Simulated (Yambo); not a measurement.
Input of a Yambo 5.3.0 run:

The input optics2.in:

```
optics
chi
tddft
Chimod= "ALDA"
% BndsRnXd
 1 | 33 |
%
NGsBlkXd= 3 Ry
% LongDrXd
 0 | 0 | 1 |
%
% QpntsRXd
 1 | 1 |
%
% EnRngeXd
 0 | 20 | eV
%
% DmRngeXd
 0.2 | 0.2 | eV
%
ETStpsXd= 150
FxcGRLc= 3 Ry
VXCRLvcs= 3 Ry
```

The input scf.in:

```
&CONTROL
  calculation = 'scf'
  prefix = 'pwscf'
  outdir = './tmp'
  pseudo_dir = './pseudo'
/
&SYSTEM
  ibrav = 0
  nat = 4
  ntyp = 2
  ecutwfc = 84
  nbnd = 14
  occupations = 'smearing'
  smearing = 'fd'
  degauss = 0.00367493
  force_symmorphic = .true.
/
&ELECTRONS
  conv_thr = 8d-10
  electron_maxstep = 120
  mixing_beta = 0.5
/
ATOMIC_SPECIES
Al    26.9815 Al.upf
N     14.0070 N.upf
CELL_PARAMETERS angstrom
   3.1130000000    0.0000000000    0.0000000000
  -1.5565000000    2.6959370820    0.0000000000
   0.0000000000    0.0000000000    4.9810000000
ATOMIC_POSITIONS crystal
Al     0.6666666667    0.3333333333    0.5000000000
Al     0.3333333333    0.6666666667    0.0000000000
N      0.6666666667    0.3333333333    0.8800000000
N      0.3333333333    0.6666666667    0.3800000000
K_POINTS automatic
15 15 10 0 0 0
```

nscf.in

```
&CONTROL
  calculation = 'nscf'
  prefix = 'pwscf'
  outdir = './tmp'
  pseudo_dir = './pseudo'
/
&SYSTEM
  ibrav = 0
  nat = 4
  ntyp = 2
  ecutwfc = 84
  nbnd = 33
  occupations = 'fixed'
  force_symmorphic = .true.
/
&ELECTRONS
  conv_thr = 1d-08
  diago_full_acc = .true.
  diago_thr_init = 1d-06
/
ATOMIC_SPECIES
Al    26.9815 Al.upf
N     14.0070 N.upf
CELL_PARAMETERS angstrom
   3.1130000000    0.0000000000    0.0000000000
  -1.5565000000    2.6959370820    0.0000000000
   0.0000000000    0.0000000000    4.9810000000
ATOMIC_POSITIONS crystal
Al     0.6666666667    0.3333333333    0.5000000000
Al     0.3333333333    0.6666666667    0.0000000000
N      0.6666666667    0.3333333333    0.8800000000
N      0.3333333333    0.6666666667    0.3800000000
K_POINTS automatic
15 15 10 0 0 0
```

Potentials or basis: PseudoDojo 0.4.1 SR PBE standard.

The run is started by

```bash
$ OMP_NUM_THREADS=1 pw.x -in scf.in > scf.out
$ OMP_NUM_THREADS=1 pw.x -in nscf.in > nscf.out
$ cd tmp/pwscf.save; p2y; mv SAVE ../..; cd ../..
$ OMP_NUM_THREADS=1 yambo
$ OMP_NUM_THREADS=1 yambo -F optics2.in -J optics2 -C optics2_out
```

**Question.** What does it give for the absorption peak?

**Answer.** 6.71 eV.

**Question.** Predict the electronic dielectric constant along the field.

**Answer.** 4.56.

**Question.** What does it give for the band gap on the k mesh, mean-field level?

**Answer.** 4.22 eV, direct.

Dielectric function (along the field direction of the input):
```csv
energy (eV),real part,imaginary part
0.27,4.56,0.08
0.67,4.58,0.08
1.21,4.64,0.09
1.74,4.73,0.10
2.28,4.87,0.11
2.68,5.02,0.13
3.22,5.28,0.16
3.76,5.68,0.23
4.30,6.30,0.51
4.70,6.62,0.97
5.23,7.21,1.58
5.77,8.70,2.47
6.31,8.66,5.91
6.85,4.78,8.29
7.25,3.24,7.60
7.79,0.55,6.05
8.32,1.07,4.30
8.86,2.33,3.77
9.26,2.41,4.36
9.80,1.36,5.26
10.34,0.76,4.16
10.87,0.54,3.79
11.28,1.10,3.29
11.81,1.38,4.87
12.35,-0.05,4.56
12.89,-0.64,4.17
13.42,-1.38,3.46
13.83,-1.21,2.89
14.36,-1.11,2.52
14.90,-1.18,2.29
15.44,-1.27,1.88
15.84,-1.10,1.60
16.38,-1.07,1.32
16.91,-0.86,1.14
17.45,-0.90,0.90
17.85,-0.71,0.64
18.39,-0.48,0.56
18.93,-0.29,0.51
19.46,-0.18,0.54
20.00,-0.14,0.47
```

Caveat: the LDA kernel is used on GGA states, which is inconsistent by a few percent; these spectra lack excitons; an odd mesh through Γ misses points on the zone boundary, where band edges often lie.

The gap isn't set beside the measured one, since this odd mesh misses points on the zone boundary.
